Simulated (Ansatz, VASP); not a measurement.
This is a calculation of WS for VASP 6.6.1.

Contents of INCAR:

```
ALGO = Normal
EDIFF = 1E-6
ENCUT = 520
GGA = PE
ISIF = 2
ISMEAR = -1
LASPH = True
LCHARG = False
LREAL = False
LWAVE = False
NBANDS = 17
NELM = 100
PREC = Accurate
SIGMA = 0.05
```

Contents of KPOINTS:

```
k-points
0
Gamma
  8 8 8
```

Contents of POSCAR:

```
WS
1.0
    3.3745257176      0.0000000000      0.0000000000
    0.0000000000      3.3745257176      0.0000000000
    0.0000000000      0.0000000000      3.3745257176
W S
1 1
Direct
    0.5000000000      0.5000000000      0.5000000000
    0.0000000000      0.0000000000      0.0000000000
```

Potentials or basis: VASP PAW PBE potentials, release 64 (W_sv, S).

Command:

```sh
$ cat potpaw_PBE.64/W_sv/POTCAR potpaw_PBE.64/S/POTCAR > POTCAR
$ mpirun -np 1 vasp_std > vasp.out
```

Q: Set up the same calculation for Ansatz 0.2.0. Potentials there: all-electron LAPW, scalar-relativistic.

A: As run (the cutoff follows the program's own potentials):

File input.yaml:

```yaml
crystal:
  lattice:
    - [3.3745257176, 0.0, 0.0]
    - [0.0, 3.3745257176, 0.0]
    - [0.0, 0.0, 3.3745257176]
  atoms:
    - { symbol: W, position: [0.5, 0.5, 0.5] }
    - { symbol: S, position: [0.0, 0.0, 0.0] }
kpoints:
  mp_grid: { grid: [8, 8, 8] }
scf:
  occupations: { method: fermi_dirac, width: 0.05 }
hamiltonian:
  xc: pbe
  pseudopotentials: { kind: all_electron, lapw: { basis_error: 0.0005 } }
output:
  forces: true
  stress: true
  eigenvalues: true
```

Potentials or basis: all-electron LAPW, scalar-relativistic.

The run is started by

```bash
$ ansatz run input.yaml --threads 1 --pin off --max-ram 3072MiB --backend cpu --events-out ev --progress --plain --runs-dir out
```

Both were run:

|  | VASP | Ansatz | Ansatz less VASP |
| --- | --- | --- | --- |
| gap on the k mesh at the Fermi level (eV) | none | none | - |
| pressure (GPa) | -35.3 | -35.3 | 0.00 |

A gap of «none» marks a metal or a gap that the smearing closes. Ansatz ran all-electron here, so the differences hold the error of VASP's frozen core and of both bases.

Caveats: the cell as given lies far from equilibrium (VASP); so large a pressure means that the cell lies far from this level's equilibrium, or that cutoff or potentials fall short (VASP). The runs have no spin-orbit coupling, so splittings on W are missing.
